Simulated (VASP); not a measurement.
BaTiO3, 5 atoms in the cell. The structure is tetragonal, space group P4mm (No. 99). The conventional cell has a = 4.000 Å, b = 4.000 Å, c = 4.018 Å, α = 90.00°, β = 90.00°, γ = 90.00°. Ba (site symmetry 4mm) has 12 O at 2.79 to 2.88 Å as nearest neighbours. Ti (site symmetry 4mm) has 6 O at 1.89 to 2.13 Å as nearest neighbours. O (site symmetry 4mm) has 2 Ti at 1.89 to 2.13 Å as nearest neighbours. Around O (site symmetry 2mm) lie 2 Ti at 2.00 Å. 

| Item | Value |
| --- | --- |
| Program | VASP 6.6.1 |
| Task | band structure |
| Functional | HSE06 |
| Potentials or basis | VASP PAW PBE potentials, release 64 (Ba_sv, Ti_sv, O) |
| Cutoff | 520 eV |
| k mesh | 4 × 4 × 4 |
| Occupations | gaussian, width 0.02 eV |
| Spin | no spin polarisation |
| Grid for exact exchange (PRECFOCK) | Fast |
| Screening parameter | 0.2 1/A |
| Further INCAR settings | ALGO = Normal; EDIFF = 1e-06; NBANDS = 28 |

Potentials or basis: VASP PAW PBE potentials, release 64 (Ba_sv, Ti_sv, O).

Launch:

```console
$ cat potpaw_PBE.64/Ba_sv/POTCAR potpaw_PBE.64/Ti_sv/POTCAR potpaw_PBE.64/O/POTCAR > POTCAR
$ cp INCAR.step1 INCAR
$ mpirun -np 1 vasp_std > vasp.out
$ cp INCAR.step2 INCAR
$ mpirun -np 1 vasp_std > vasp.out
```

Hardware: 1 thread of AMD EPYC 7R13 Processor (Zen 3) (shared host).

Question: Estimate the wall time of this run.

Answer: Wall time 2.6 h on 1 thread of AMD EPYC 7R13 Processor (Zen 3), with other jobs on the host, peak memory 0.34 GiB. Counts: scf iterations 67, k points 18.
